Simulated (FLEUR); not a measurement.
# free-standing square Co monolayer, spacing 2.5 A: a ladder in the basis cutoff, part 3 of 3

Two starts of free-standing square Co monolayer, spacing 2.5 A are run at each rung of the basis cutoff. Which rung is enough?

FLEUR MaX-R8.1; PBE; all-electron FLAPW film, Dirac cores, scalar-relativistic bands.

So far, largest spin moment in the muffin-tin sphere (μB): step 2 (rung 1 (Kmax 2.2 1/bohr), start ferro +) 1.21; step 5 (rung 2 (Kmax 2.75 1/bohr), start antiferro q=(1/2,1/2,0) +-) 1.56; step 6 (rung 3 (Kmax 3.29 1/bohr), start ferro +) 2.04; step 7 (rung 3 (Kmax 3.29 1/bohr), start antiferro q=(1/2,1/2,0) +-) 1.78; step 8 (rung 4 (Kmax 3.84 1/bohr), start ferro +) 2.07.

## (9) Rung 4 (Kmax 3.84 1/bohr), start antiferro q=(1/2,1/2,0) +-

The k list default-1 (kpts.xml, not shown) is a Γ-centred 6×12×1 mesh.

File inp.xml:

```
<?xml version="1.0" encoding="UTF-8" standalone="no"?>
<fleurInput fleurInputVersion="0.39">
   <comment>
      Co
   </comment>
   <calculationSetup>
      <cutoffs Kmax="3.84" Gmax="11.5" GmaxXC="11.5" numbands="0"/>
      <scfLoop itmax="120" minDistance="0.00002" maxIterBroyd="15" imix="Anderson" alpha="0.03" precondParam="0.0" spinf="2.0" sdNocoIR="T"/>
      <coreElectrons ctail="T" frcor="F" kcrel="0" coretail_lmax="0"/>
      <xcFunctional name="pbe" relativisticCorrections="F"/>
      <magnetism jspins="2"/>
      <soc l_soc="F" theta="0.0" phi="0.0" spav="F"/>
      <expertModes spex="0" secvar="F"/>
      <geometryOptimization l_f="F" forcealpha="1.0" forcemix="BFGS" epsdisp="0.00001" epsforce="0.00001"/>
      <ldaU l_linMix="F" mixParam="0.05" spinf="1.0"/>
   </calculationSetup>
   <cell>
      <bzIntegration valenceElectrons="34.0" mode="hist" fermiSmearingEnergy="0.00110248">
         <kPointListSelection listName="default-1"/>
         <xi:include xmlns:xi="http://www.w3.org/2001/XInclude" href="kpts.xml"> </xi:include>
      </bzIntegration>
      <xi:include xmlns:xi="http://www.w3.org/2001/XInclude" href="sym.xml"> </xi:include>
      <filmLattice scale="1.0" dVac="5.28" dTilda="7.78">
         <bravaisMatrixFilm>
            <row-1>    9.4486306229999997     0.0000000000000000</row-1>
            <row-2>    4.7243153114999998     4.7243153114999998</row-2>
         </bravaisMatrixFilm>
         <vacuumEnergyParameters vacuum="1" spinUp="-.25" spinDown="-.25"/>
      </filmLattice>
   </cell>
   <atomSpecies>
      <species name="Cobalt (Co2.000" element="Co" atomicNumber="27">
         <mtSphere radius="2.24" gridPoints="741" logIncrement="0.016"/>
         <atomicCutoffs lmax="6" lnonsphr="4"/>
         <electronConfig flipSpins="F">
            <coreConfig>(1s1/2) (2s1/2) (2p1/2) (2p3/2)</coreConfig>
            <valenceConfig>(3s1/2) (3p1/2) (3p3/2) (4s1/2) (3d3/2) (3d5/2)</valenceConfig>
            <stateOccupation state="(3d3/2)" spinUp="1.5" spinDown="1.3"/>
            <stateOccupation state="(3d5/2)" spinUp="3.0" spinDown="1.2"/>
         </electronConfig>
         <energyParameters s="4" p="4" d="3" f="4"/>
         <lo type="SCLO" l="0" n="3" eDeriv="0"/>
         <lo type="SCLO" l="1" n="3" eDeriv="0"/>
      </species>
      <species name="Cobalt (Co-2.000" element="Co" atomicNumber="27">
         <mtSphere radius="2.24" gridPoints="741" logIncrement="0.016"/>
         <atomicCutoffs lmax="6" lnonsphr="4"/>
         <electronConfig flipSpins="F">
            <coreConfig>(1s1/2) (2s1/2) (2p1/2) (2p3/2)</coreConfig>
            <valenceConfig>(3s1/2) (3p1/2) (3p3/2) (4s1/2) (3d3/2) (3d5/2)</valenceConfig>
            <stateOccupation state="(3d3/2)" spinUp="1.3" spinDown="1.5"/>
            <stateOccupation state="(3d5/2)" spinUp="1.2" spinDown="3.0"/>
         </electronConfig>
         <energyParameters s="4" p="4" d="3" f="4"/>
         <lo type="SCLO" l="0" n="3" eDeriv="0"/>
         <lo type="SCLO" l="1" n="3" eDeriv="0"/>
      </species>
   </atomSpecies>
   <atomGroups>
      <atomGroup species="Cobalt (Co2.000">
         <filmPos label="                   1">.0000000000 .0000000000 .0000000000</filmPos>
         <force calculate="T" relaxXYZ="TTT"/>
      </atomGroup>
      <atomGroup species="Cobalt (Co-2.000">
         <filmPos label="                   2">1.000/2.000 .0000000000 .0000000000</filmPos>
         <force calculate="T" relaxXYZ="TTT"/>
      </atomGroup>
   </atomGroups>
   <output dos="F" band="F" slice="F">
      <bandDOS minEnergy="-.5*Htr" maxEnergy="0.5*Htr" sigma="0.015" storeEVData="T"/>
      <plotting iplot="0" polar="F">
         <plot TwoD="T" vec1="  1.0  0.0  0.0" vec2="  0.0  1.0  0.0" vec3="  0.0  0.0  1.0" zero="  0.0  0.0 -0.5" file="plot"/>
      </plotting>
      <moessbauerParams electricFieldGradient="F" isomerShift="F" coreHyperfine="F" valenceHyperfine="F"/>
   </output>
</fleurInput>
```

File crystal.txt:

```
Co
&input film=T cartesian=F /
5.00000000000  0.00000000000  0.00000000000
2.50000000000  2.50000000000  0.00000000000
0.00000000000  0.00000000000  1.00000000000
1.8897261246
1.0 1.0 1.0

2
27 0.00000000000  0.00000000000  0.00000000000 : 2.000
27 0.50000000000  0.00000000000  0.00000000000 : -2.000

&kpt div1=6 div2=12 div3=1 gamma=T /
```

Launch:

```bash
$ OMP_NUM_THREADS=1 inpgen -f crystal.txt > inpgen.log  # inp.xml is then edited as shown
$ OMP_NUM_THREADS=1 mpirun -n 2 fleur_MPI > fleur.log
```

Log:

```text
[banner, memory and clock lines left out]
Welcome to FLEUR        (www.flapw.de)
      MaX-Release 8.1          (www.max-centre.eu)

 ========== k-point set info ==========
 Selected k-point list: default-1
 k-point list type: mesh
 0 x 0 x 0
 Number of k points: 26

 [... set-up left out ...]
 Iteration:     1   Distance:      23.75123256 me/bohr^3
 Iteration:     2   Distance:      20.57319104 me/bohr^3
 Iteration:     3   Distance:      10.06587500 me/bohr^3
 Iteration:     4   Distance:      11.81119325 me/bohr^3
 Iteration:     5   Distance:      11.81329891 me/bohr^3
[...]
<sumOfEigenvalues value="    -1631.4113360093">
               <coreElectrons value="-1585.1426703728"/>
               <valenceElectrons value="-46.2686656365"/>
            </sumOfEigenvalues>
         [... left out ...]
            <freeEnergy value="-2786.7787435419"/>
            <extrapolationTo0K value="-2786.7783932818"/>
         </totalEnergy>
         <densityConvergence units="me/bohr^3">
            <chargeDensity spin="1" distance="0.0000031375"/>
            <chargeDensity spin="2" distance="0.0000041614"/>
            <overallChargeDensity distance="0.0000047688"/>
            <spinDensity distance="0.0000056196"/>
         </densityConvergence>
      </iteration>
```

It took 1.8 min on 2 MPI ranks of Arm Neoverse V1, shared host; peak memory 0.2 GiB.

Numbers from this step:

| Quantity | Value |
| --- | --- |
| free energy | -75832.1128 eV |
| program's band gap on this mesh (in a metal only a level spacing) | 1.21e-5 eV |
| magnetization | 0 μB |
| final state | antiferromagnetic |
| largest moment | 1.794 μB |

This start lies +366.4 meV a seeded atom from the first, a change of -11.6 meV since rung 3; its largest moment is 1.79 μB.

## (10) Rung 5 (Kmax 4.39 1/bohr), start ferro +

The k list default-1 (kpts.xml, not shown) is a Γ-centred 12×12×1 mesh.

inp.xml: that of step 9 with these lines changed.

```diff
@@ -6,3 +6,3 @@
    <calculationSetup>
-      <cutoffs Kmax="3.84" Gmax="11.5" GmaxXC="11.5" numbands="0"/>
+      <cutoffs Kmax="4.39" Gmax="13.2" GmaxXC="13.2" numbands="0"/>
       <scfLoop itmax="120" minDistance="0.00002" maxIterBroyd="15" imix="Anderson" alpha="0.03" precondParam="0.0" spinf="2.0" sdNocoIR="T"/>
@@ -17,3 +17,3 @@
    <cell>
-      <bzIntegration valenceElectrons="34.0" mode="hist" fermiSmearingEnergy="0.00110248">
+      <bzIntegration valenceElectrons="17.0" mode="hist" fermiSmearingEnergy="0.00110248">
          <kPointListSelection listName="default-1"/>
@@ -24,4 +24,4 @@
          <bravaisMatrixFilm>
-            <row-1>    9.4486306229999997     0.0000000000000000</row-1>
-            <row-2>    4.7243153114999998     4.7243153114999998</row-2>
+            <row-1>    4.7243153114999998     0.0000000000000000</row-1>
+            <row-2>    0.0000000000000000     4.7243153114999998</row-2>
          </bravaisMatrixFilm>
@@ -44,15 +44,2 @@
       </species>
-      <species name="Cobalt (Co-2.000" element="Co" atomicNumber="27">
-         <mtSphere radius="2.24" gridPoints="741" logIncrement="0.016"/>
-         <atomicCutoffs lmax="6" lnonsphr="4"/>
-         <electronConfig flipSpins="F">
-            <coreConfig>(1s1/2) (2s1/2) (2p1/2) (2p3/2)</coreConfig>
-            <valenceConfig>(3s1/2) (3p1/2) (3p3/2) (4s1/2) (3d3/2) (3d5/2)</valenceConfig>
-            <stateOccupation state="(3d3/2)" spinUp="1.3" spinDown="1.5"/>
-            <stateOccupation state="(3d5/2)" spinUp="1.2" spinDown="3.0"/>
-         </electronConfig>
-         <energyParameters s="4" p="4" d="3" f="4"/>
-         <lo type="SCLO" l="0" n="3" eDeriv="0"/>
-         <lo type="SCLO" l="1" n="3" eDeriv="0"/>
-      </species>
    </atomSpecies>
@@ -61,6 +48,2 @@
          <filmPos label="                   1">.0000000000 .0000000000 .0000000000</filmPos>
-         <force calculate="T" relaxXYZ="TTT"/>
-      </atomGroup>
-      <atomGroup species="Cobalt (Co-2.000">
-         <filmPos label="                   2">1.000/2.000 .0000000000 .0000000000</filmPos>
          <force calculate="T" relaxXYZ="TTT"/>
```

File crystal.txt:

```
Co
&input film=T cartesian=F /
2.50000000000  0.00000000000  0.00000000000
0.00000000000  2.50000000000  0.00000000000
0.00000000000  0.00000000000  1.00000000000
1.8897261246
1.0 1.0 1.0

1
27 0.00000000000  0.00000000000  0.00000000000 : 2.000

&kpt div1=12 div2=12 div3=1 gamma=T /
```

Log:

```text
[banner, memory and clock lines left out]
Welcome to FLEUR        (www.flapw.de)
      MaX-Release 8.1          (www.max-centre.eu)

 ========== k-point set info ==========
 Selected k-point list: default-1
 k-point list type: mesh
 12 x 12 x 1
 Number of k points: 28

 [... set-up left out ...]
 Iteration:     1   Distance:      17.82438764 me/bohr^3
 Iteration:     2   Distance:      15.01608415 me/bohr^3
 Iteration:     3   Distance:       8.02078143 me/bohr^3
 Iteration:     4   Distance:       7.45436911 me/bohr^3
 Iteration:     5   Distance:       3.50058422 me/bohr^3
[...]
<sumOfEigenvalues value="     -816.1006816042">
               <coreElectrons value="-792.7204699808"/>
               <valenceElectrons value="-23.3802116235"/>
            </sumOfEigenvalues>
         [... left out ...]
            <freeEnergy value="-1393.4043104587"/>
            <extrapolationTo0K value="-1393.4042127990"/>
         </totalEnergy>
         <densityConvergence units="me/bohr^3">
            <chargeDensity spin="1" distance="0.0000034289"/>
            <chargeDensity spin="2" distance="0.0000181382"/>
            <overallChargeDensity distance="0.0000173341"/>
            <spinDensity distance="0.0000195200"/>
         </densityConvergence>
      </iteration>
```

The job ended after 24 s (2 MPI ranks; peak memory 0.12 GiB).

Read from the output:

```yaml
free_energy: -37916.4629 eV
program_s_band_gap_on_this_mesh_in_a_metal_only_a_level_spacing: 0.04600 eV
magnetization: 2.001 μB
final_state: ferromagnetic
largest_moment: 2.073 μB
```

The largest moment moves by +0.01 μB from rung 4, at 1.5 times its CPU time.

## (11) Rung 5 (Kmax 4.39 1/bohr), start antiferro q=(1/2,1/2,0) +-

The k list default-1 (kpts.xml, not shown) is a Γ-centred 6×12×1 mesh.

inp.xml: that of step 10 with these lines changed.

```diff
@@ -17,3 +17,3 @@
    <cell>
-      <bzIntegration valenceElectrons="17.0" mode="hist" fermiSmearingEnergy="0.00110248">
+      <bzIntegration valenceElectrons="34.0" mode="hist" fermiSmearingEnergy="0.00110248">
          <kPointListSelection listName="default-1"/>
@@ -24,4 +24,4 @@
          <bravaisMatrixFilm>
-            <row-1>    4.7243153114999998     0.0000000000000000</row-1>
-            <row-2>    0.0000000000000000     4.7243153114999998</row-2>
+            <row-1>    9.4486306229999997     0.0000000000000000</row-1>
+            <row-2>    4.7243153114999998     4.7243153114999998</row-2>
          </bravaisMatrixFilm>
@@ -44,2 +44,15 @@
       </species>
+      <species name="Cobalt (Co-2.000" element="Co" atomicNumber="27">
+         <mtSphere radius="2.24" gridPoints="741" logIncrement="0.016"/>
+         <atomicCutoffs lmax="6" lnonsphr="4"/>
+         <electronConfig flipSpins="F">
+            <coreConfig>(1s1/2) (2s1/2) (2p1/2) (2p3/2)</coreConfig>
+            <valenceConfig>(3s1/2) (3p1/2) (3p3/2) (4s1/2) (3d3/2) (3d5/2)</valenceConfig>
+            <stateOccupation state="(3d3/2)" spinUp="1.3" spinDown="1.5"/>
+            <stateOccupation state="(3d5/2)" spinUp="1.2" spinDown="3.0"/>
+         </electronConfig>
+         <energyParameters s="4" p="4" d="3" f="4"/>
+         <lo type="SCLO" l="0" n="3" eDeriv="0"/>
+         <lo type="SCLO" l="1" n="3" eDeriv="0"/>
+      </species>
    </atomSpecies>
@@ -48,2 +61,6 @@
          <filmPos label="                   1">.0000000000 .0000000000 .0000000000</filmPos>
+         <force calculate="T" relaxXYZ="TTT"/>
+      </atomGroup>
+      <atomGroup species="Cobalt (Co-2.000">
+         <filmPos label="                   2">1.000/2.000 .0000000000 .0000000000</filmPos>
          <force calculate="T" relaxXYZ="TTT"/>
```

File crystal.txt:

```
Co
&input film=T cartesian=F /
5.00000000000  0.00000000000  0.00000000000
2.50000000000  2.50000000000  0.00000000000
0.00000000000  0.00000000000  1.00000000000
1.8897261246
1.0 1.0 1.0

2
27 0.00000000000  0.00000000000  0.00000000000 : 2.000
27 0.50000000000  0.00000000000  0.00000000000 : -2.000

&kpt div1=6 div2=12 div3=1 gamma=T /
```

Log:

```text
[banner, memory and clock lines left out]
Welcome to FLEUR        (www.flapw.de)
      MaX-Release 8.1          (www.max-centre.eu)

 ========== k-point set info ==========
 Selected k-point list: default-1
 k-point list type: mesh
 0 x 0 x 0
 Number of k points: 26

 [... set-up left out ...]
 Iteration:     1   Distance:      24.28473472 me/bohr^3
 Iteration:     2   Distance:      21.04646362 me/bohr^3
 Iteration:     3   Distance:      10.15113652 me/bohr^3
 Iteration:     4   Distance:      11.93166938 me/bohr^3
 Iteration:     5   Distance:      11.92712455 me/bohr^3
[...]
<sumOfEigenvalues value="    -1631.3895269332">
               <coreElectrons value="-1585.1218225119"/>
               <valenceElectrons value="-46.2677044213"/>
            </sumOfEigenvalues>
         [... left out ...]
            <freeEnergy value="-2786.7817944002"/>
            <extrapolationTo0K value="-2786.7814318087"/>
         </totalEnergy>
         <densityConvergence units="me/bohr^3">
            <chargeDensity spin="1" distance="0.0000103894"/>
            <chargeDensity spin="2" distance="0.0000073885"/>
            <overallChargeDensity distance="0.0000063042"/>
            <spinDensity distance="0.0000168913"/>
         </densityConvergence>
      </iteration>
```

The job ended after 2.9 min (2 MPI ranks; peak memory 0.23 GiB; 5.7 min of CPU time).

This step gave:

```yaml
free_energy: -75832.1958 eV
program_s_band_gap_on_this_mesh_in_a_metal_only_a_level_spacing: 1.29e-5 eV
magnetization: 0 μB
final_state: antiferromagnetic
largest_moment: 1.797 μB
```

This start lies +365.0 meV a seeded atom from the first, a change of -1.4 meV since rung 4; its largest moment is 1.80 μB.

## (12) The rungs together

Ladder, by row:

```
rung  Kmax (1/bohr)  state from the first start  state from the second start  second less first (meV a seeded atom)  moment, first (μB)  moment, second (μB)  CPU time (s), all starts
   1            2.2               ferromagnetic            antiferromagnetic                                 -30.38               1.209                1.055                     52.15
   2           2.75               ferromagnetic            antiferromagnetic                                  338.2               1.951                1.563                     115.2
   3           3.29               ferromagnetic            antiferromagnetic                                    378               2.036                1.785                     132.4
   4           3.84               ferromagnetic            antiferromagnetic                                  366.4               2.065                1.794                     243.3
   5           4.39               ferromagnetic            antiferromagnetic                                    365               2.073                1.797                     390.6
```

## (13) Outcome

```yaml
range_of_the_moment_in_the_table_first_start: 1.21 to 2.07 μB
range_of_cpu_time: 52 s to 6.5 min
range_of_the_energy_difference: -30.4 to 378 meV a seeded atom
first_rung_from_which_all_stay_within_18_mev_of_the_last_moments_within_0p06_mu_b: 3
```

**Reading.** From rung 3 on the result stays within 13 meV of the last rung, inside the margin of 18 meV (5 % of the last value, 2 meV at least; moments within 0.06 μB), at 34 % of the last rung's cost. The sign of the difference changes along the ladder, so the order that comes out lowest hangs on the rung. Differences are of free energies, so a wide smearing enters them.

[Logs and program files are shortened in this print: banners, set-up blocks, solver, clock and traceback lines can be left out without a mark of their own.]

[Logs are printed without paths, hosts, clocks, repeated set-up lines and the standing remarks that a program may print on its own settings, such as how far it seeks lower states.]

[Hosts, paths, dates, database ids (printed as entryN), source tags and the programs' standing remarks are cut or masked in the printed files.]

[Where a cell is said to come from a database of computed structures, the database is the Materials Project.]
